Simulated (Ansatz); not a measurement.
Si:

```
Si
1.0
     0.00000    2.72185    2.72185
     2.72185    0.00000    2.72185
     2.72185    2.72185    0.00000
Si
2
Direct
  0.53825 0.46308 0.53928
  0.74192 0.72287 0.79988
```

The cell isn't the ideal one: atoms moved at random.

| Property | Result |
| --- | --- |
| Program | Ansatz 0.2.0 |
| Task | relaxation of the atoms |
| Functional | BLYP |
| Dispersion | D4 |
| Potentials or basis | all-electron LAPW, point nuclei |
| Cutoff | 320 eV |
| Density cutoff | 1280 eV |
| Basis error allowed | 0.001 eV/atom |
| k mesh | 6 × 6 × 6 |
| Occupations | fixed |
| Spin | no spin polarisation |

At the start: volume 20.16 Å³/atom.

**Question.** Where does the relaxation end?

**Answer.** Over 4 steps the energy falls by 66.2 meV/atom; space group Fd-3m (No. 227, to 0.05 Å).

The path:
```csv
step,energy change (eV),largest force (eV/Å)
1,0.0000,1.6521
2,-0.1295,0.2774
3,-0.1323,0.0024
4,-0.1323,0.0024
```

Final structure:
```
Si
1.0
     0.00000    2.72185    2.72185
     2.72185    0.00000    2.72185
     2.72185    2.72185    0.00000
Si
2
Direct
  0.51511 0.46796 0.54457
  0.76506 0.71799 0.79459
```
